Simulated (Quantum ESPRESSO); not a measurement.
Runs of Quantum ESPRESSO 7.5 on Al. It takes space group Fm-3m (No. 225, cubic). Conventional cell: a = 4.050 Å, b = 4.050 Å, c = 4.050 Å, α = 90.00°, β = 90.00°, γ = 90.00°. Al (site symmetry m-3m) has 12 Al at 2.86 Å as nearest neighbours. 

```csv
task,level,potentials or basis,cell,cutoff (eV),smearing,gap on the mesh (eV),pressure (GPa),V0 of scaled cells (Å³/atom),B0 (GPa)
band structure,PBE,GBRV 1.5 PBE,as given,612,fermi-dirac 0.05 eV,none,(a),-,-
band structure,PBEsol,PseudoDojo 0.4.1 SR PBEsol standard,as given,544,fermi-dirac 0.05 eV,none,-2.1,-,-
equation of state,PBE+D3(BJ),PseudoDojo 0.4.1 SR PBE standard,as given,544,fermi-dirac 0.05 eV,-,-,15.84,88
band structure,PBE,PseudoDojo 0.5 SR PBE stringent,as given,544,fermi-dirac 0.05 eV,none,-0.7,-,-
band structure,PBE,JTH 2.0 PBE,as given,490,fermi-dirac 0.05 eV,none,-0.6,-,-
equation of state,rev-vdW-DF2,PseudoDojo 0.4.1 SR PBE standard,as given,544,fermi-dirac 0.05 eV,-,-,(b),75
band structure,PBE,SPMS 1.0 PBE,as given,544,fermi-dirac 0.05 eV,none,-0.7,-,-
phonons,PBE,JTH 2.0 PBE,relaxed,490,cold 0.2 eV,none,0.0,-,-
```

Alike in all rows: no spin polarisation; k mesh 11 × 11 × 11.

Question: Fill in the values left out.

Answer: (a) -0.4; (b) 16.68.

Caveats: the cutoff is low for these files, which shifts pressure and relaxed volume (some runs); some levels on the path didn't converge (some runs); the potentials were made for another functional, which shifts forces and pressure (some runs); the q point doesn't lie on the k mesh, which can shift a metal's frequencies strongly unless the mesh is converged (some runs).

A k mesh can miss the band edges.

A gap of «none» marks a metal or a gap under the smearing width.

Not every run made on this cell is shown here.
